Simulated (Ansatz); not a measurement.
## KCl

Computed with Ansatz (plane waves, PAW, 420 eV cutoff): PBE, scalar-relativistic, no spin polarisation, Γ-centred 10×10×10 mesh, 0.05 eV Gaussian smearing. The datasets are Ansatz's generated set soft_2.

```
K Cl
1.0
     0.00000    3.19074    3.19074
     3.19074    0.00000    3.19074
     3.19074    3.19074    0.00000
K Cl
1 1
Direct
  0.00000 0.00000 0.00000
  0.50000 0.50000 0.50000
```

The chain of runs began from a measured cell (COD), expanded in volume.

The cell is relaxed to zero pressure at this level.

Path: Γ–X–U | K–Γ–L–W–X, with Γ = (0.000, 0.000, 0.000), X = (0.500, 0.000, 0.500), U = (0.625, 0.250, 0.625), K = (0.375, 0.375, 0.750), L = (0.500, 0.500, 0.500), W = (0.500, 0.250, 0.750) in reciprocal vectors of the calculation's cell.

Levels between -6 and 6 eV from the Fermi level at the path's named points:
```tsv
point	below E_F (eV)	above E_F (eV)
Γ	-2.52 -2.52 -2.52	2.52 5.81 5.81 5.81
X	-3.15 -2.74 -2.74	4.03 5.62
U and K	-3.06 -3.04 -2.79	4.72
L	-3.51 -2.82 -2.82	4.93 5.91
W	-2.97 -2.97 -2.97	5.44 5.44
```

By these bands, is it a metal or an insulator, and if it has a gap, where are the band edges on this path?

An insulator with a gap of 5.05 eV on the path, the valence band topping at Γ and the conduction band bottoming at Γ; the smallest direct gap is 5.05 eV.

Formal charges K⁺, Cl⁻ balance and leave closed shells on every ion, so a band insulator is expected, and the gap is 5.05 eV.

Within 0.6 eV of the edges the projected states are 99 % Cl 3p at the top of the valence band and 81 % K 4s at the bottom of the conduction band. Crossing the gap moves an electron from the anion's filled p shell to the metal's empty orbitals, as in ionic insulators.

**What was measured.** From a printed reference work, monograph, for a bulk crystal of KCl: band gap 8.68 eV.

**Against experiment.** A measured gap of KCl is 8.68 eV (a printed reference work, monograph); the calculated 5.05 eV misses it by -3.63 eV. Kohn–Sham gaps of semilocal functionals mostly fall below measured ones. Temperature and excitons aren't in the calculation.

Semilocal functionals underestimate band gaps, commonly by a third or more. The relaxed cell is 5 % larger in volume than the cell of this structure in the Crystallography Open Database (30.94 Å³/atom, 1969).
